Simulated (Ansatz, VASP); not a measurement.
# One calculation of MnO, two programs

```
CELL_PARAMETERS angstrom
-1.48474 2.57165 2.89807
2.96949 0.00000 2.89807
1.48474 2.57165 0.00000
ATOMIC_POSITIONS crystal
Mn 0.00000 0.00000 0.00000
Mn 0.50000 0.50000 0.50000
O 0.08333 0.41667 0.25000
O 0.58333 0.91667 0.75000
```

Measurements of this composition are mostly on another form, of space group No. 225.

Alike in both runs: task single point; functional PBE; k mesh 7 × 7 × 7; occupations gaussian, width 0.05 eV; collinear spin, antiferromagnetic start; Hubbard terms Mn d U = 6 eV.

```csv
,VASP,Ansatz
version,VASP 6.6.1,Ansatz 0.2.0
potentials or method,"VASP PAW PBE potentials, release 64 (Mn_pv, O)",Ansatz PAW
plane-wave cutoff (eV),520,420
valence electrons in the cell,38,42
```

|  | VASP | Ansatz | Ansatz less VASP |
| --- | --- | --- | --- |
| gap on the k mesh at the Fermi level (eV) | 1.02 | 0.89 | -0.131 |
| least direct gap on the mesh (eV) | 1.87 | 1.78 | -0.082 |
| pressure (GPa) | 4.7 | 7.3 | +2.63 |
| largest component of the traceless stress (GPa) | 13.25 | 13.01 | -0.238 |
| rms of the force components (eV/Å) | 0.024 | 0.026 | +0.0014 |
| net moment per atom (μB) | 0.00 | 0.00 | 0.000 |
| size of the moment on the site where the two differ most (μB) | 4.63 | 4.28 | -0.349 |

Site moments also hang on the region over which each program counts them. The programs project onto different local orbitals, so the same U acts differently. Atom by atom the forces differ by 0.001 eV/Å (rms over components). The two sets of potentials don't hold the same shells in valence.

Caveats: an odd mesh through Γ misses points on the zone boundary, where band edges often lie (VASP); the magnetic or orbital state may not be the lowest (Ansatz); odd divisions of the mesh miss points on the zone boundary, where band edges often lie, so the gap on the mesh can be too wide (Ansatz); the pressure holds a Pulay correction of +0.6 GPa for the finite cutoff (Ansatz). The state reached can hang on the start; a lower one may exist.
